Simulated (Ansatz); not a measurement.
Crystal: Cu.

```xyz
1
Lattice="0.0000 1.8075 1.8075 1.8075 0.0000 1.8075 1.8075 1.8075 0.0000" Properties=species:S:1:pos:R:3 pbc="T T T"
Cu    0.0000    0.0000    0.0000
```

Base run:

| Item | Value |
| --- | --- |
| Program | Ansatz 0.2.0 |
| Functional | PBE |
| Potentials or basis | all-electron LAPW, scalar-relativistic |
| Cutoff | 295 eV (chosen from the basis error) |
| Basis error allowed | 0.001 eV/atom |
| k mesh | 13 × 13 × 13 |
| Occupations | gaussian, width 0.021 eV |
| Spin | no spin polarisation |

Its results: pressure 1.7 GPa.

Question: The run is repeated on the same cell with these changes: functional from PBE to revPBE; occupations from gaussian, width 0.021 eV to fermi-dirac, width 0.05 eV. What comes out?

Answer: Pressure 5.2 GPa.
